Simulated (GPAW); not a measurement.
Runs of GPAW 26.7.0 on Ge. It takes space group Fd-3m (No. 227, cubic). The conventional cell has a = 5.658 Å, b = 5.658 Å, c = 5.658 Å, α = 90.00°, β = 90.00°, γ = 90.00°. Ge (site symmetry -43m) is surrounded by 4 Ge at 2.45 Å. 

```csv
task,level,potentials or basis,cell,k mesh,cutoff (eV),smearing,response ecut,response k mesh,response bands,kernels,coarser k mesh,gap on the mesh (eV),pressure (GPa),relaxed volume (Å³/atom)
dielectric tensor,LDA,"the program's PAW data sets (release 1.2.1) made for this functional, pw",as given,7 × 7 × 7,450,fermi-dirac 0.001 eV,80 eV,21 × 21 × 21,24,["RPA"],21 × 21 × 21,none,-,-
relaxation of cell and atoms,PBEsol+D4,"PAW data sets generated in the run's folder for this functional, pw",relaxed,8 × 8 × 8,600,fermi-dirac 0.05 eV,-,-,-,-,-,0.08,0.0,(a)
dielectric tensor,AM05,"PAW data sets generated in the run's folder for this functional, pw",as given,7 × 7 × 7,450,fermi-dirac 0.001 eV,80 eV,21 × 21 × 21,24,["RPA"],21 × 21 × 21,0.08,-,-
dielectric tensor,RPBE,"the program's PAW data sets (release 1.2.1) made for this functional, pw",as given,7 × 7 × 7,450,fermi-dirac 0.001 eV,80 eV,21 × 21 × 21,24,["RPA"],21 × 21 × 21,0.20,-,-
relaxation of cell and atoms,PBEsol,"PAW data sets generated in the run's folder for this functional, pw",relaxed,8 × 8 × 8,600,fermi-dirac 0.05 eV,-,-,-,-,-,none,0.0,22.95
```

Alike in all rows: no spin polarisation.

Task: Estimate the missing entries.

Result: (a) 22.55.

Caveats: the long-wavelength limit can be off by a per cent or two (some runs); later steps reuse the first step's grids (some runs); the gap is small at this level, which inflates the dielectric constant (some runs); an odd mesh through Γ misses points on the zone boundary, where band edges often lie (some runs).

A k mesh can miss the band edges, and the runs leave out spin-orbit coupling on Ge.

A gap of «none» marks a metal or a gap under the smearing width.

Runs at the PBE level aren't shown here.
